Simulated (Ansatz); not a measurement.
# CaS (rocksalt): a single-point run

Wanted: a converged single-point run for CaS (rocksalt), and a check of what comes out. The structure is shown as the input types it.

Computed with Ansatz 0.2.0 (Kohn-Sham DFT, with the functional, basis and potentials that each input names (as first typed), unless a step's input says otherwise).

1 further run of the same task is left out (it didn't finish).

### 1 The system as given

It takes space group Fm-3m (No. 225, cubic). The conventional cell has a = 5.712 Å, b = 5.712 Å, c = 5.712 Å, α = 90.00°, β = 90.00°, γ = 90.00°. Ca (site symmetry m-3m) has 6 S at 2.86 Å as nearest neighbours. Around S (site symmetry m-3m) lie 6 Ca at 2.86 Å.

As a file:

```xyz
2
Lattice="0.0000 2.8562 2.8562 2.8562 0.0000 2.8562 2.8562 2.8562 0.0000" Properties=species:S:1:pos:R:3 pbc="T T T"
Ca    2.8562    2.8562    2.8562
S     0.0000    0.0000    0.0000
```

### 2 Input and run

Input file input.yaml:

```yaml
crystal:
  lattice:
    - [0.0, 2.856245678, 2.856245678]
    - [2.856245678, 0.0, 2.856245678]
    - [2.856245678, 2.856245678, 0.0]
  atoms:
    - { symbol: Ca, position: [0.5, 0.5, 0.5] }
    - { symbol: S, position: [0.0, 0.0, 0.0] }
basis:
  ecutwfc: 420
  ecutrho_ratio: 4
kpoints:
  mp_grid: { grid: [10, 10, 10] }
hamiltonian:
  xc: pbe
  hubbard: { sites: [{ species: Ca, l: p, u_eff: 20.0 }] }
scf:
  occupations: { method: gaussian, width: 0.05 }
  max_iter: 50
output:
  forces: true
  stress: true
```

Run with:

```bash
ansatz run input.yaml --threads 2 --pin off --max-ram 2662MiB --backend cpu --events-out ev --progress --plain --runs-dir out
```

**Question.** How will this run end, and is anything wrong with its input?

This run ends as converged. That alone doesn't make the input a sound one.

The suspect setting: hamiltonian.hubbard.sites is [{species: Ca, l: p, u_eff: 20.0}]. A U of this value distorts the shell's occupations and the levels near the Fermi energy.

Run again and compare: delete hamiltonian.hubbard.sites.
